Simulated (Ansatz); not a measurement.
Crystal: AlCu.

```
CELL_PARAMETERS angstrom
0.00000 2.25677 2.25677
2.25677 0.00000 2.25677
2.25677 2.25677 0.00000
ATOMIC_POSITIONS crystal
Al 0.75000 0.75000 0.75000
Cu 0.00000 0.00000 0.00000
```

The cell was built by a generator and needn't be a form met in nature.

```yaml
Program: Ansatz 0.2.0
Task: relaxation of cell and atoms
Functional: HF
Potentials_or_basis: Ansatz PAW
Cutoff: "420 eV (not typed: the program's choice for these potentials)"
k_mesh: 5 × 5 × 5
Occupations: fermi-dirac, width 0.05 eV
Spin: no spin polarisation
```

At the start: volume 11.49 Å³/atom.

How do energy, volume and symmetry change on relaxing?

It ends after 16 steps and the volume is 26.29 Å³/atom (+128.7 %); space group F-43m (No. 216, to 0.05 Å).

The path:
```tsv
step	energy change (eV)	largest force (eV/Å)	volume (Å³)
1	0.0000	0.0000	22.99
2	-2.0653	0.0000	26.52
3	-3.4172	0.0000	30.39
4	-4.2568	0.0000	34.73
5	-4.6109	0.0000	39.35
6	-4.6200	0.0000	40.55
7	-4.6208	0.0000	40.38
8	-4.8727	0.0000	40.38
9	-4.9901	0.0000	42.92
10	-5.0952	0.0000	48.18
11	-5.1978	0.0000	50.35
12	-5.1838	0.0000	56.23
13	-5.2018	0.0000	53.35
14	-5.2321	0.0000	53.35
15	-5.2354	0.0000	52.57
16	-5.2327	0.0000	52.57
```

Final structure:
```cif
data_structure
_symmetry_space_group_name_H-M 'P 1'
_symmetry_Int_Tables_number 1
_cell_length_a 4.2049
_cell_length_b 4.2049
_cell_length_c 4.2049
_cell_angle_alpha 60.000
_cell_angle_beta 60.000
_cell_angle_gamma 60.000
_cell_volume 52.57
loop_
_atom_site_label
_atom_site_type_symbol
_atom_site_fract_x
_atom_site_fract_y
_atom_site_fract_z
_atom_site_occupancy
Al1 Al 0.75000 0.75000 0.75000 1
Cu1 Cu 0.00000 0.00000 0.00000 1
```

Caveat: the k mesh is coarse (spacing up to 0.48 Å⁻¹), so the values aren't converged, least of all with exact exchange; the volume moved by over 15 % at a fixed basis, so the end points are rough; the plane-wave basis is chosen anew once the cell has moved, so the energies of steps on either side of that aren't comparable; the pressure holds a Pulay correction of +0.5 GPa for the finite cutoff; the PAW data sets come from PBE, with cores solved anew for the run's functional, which leaves a small shift of forces and pressure.
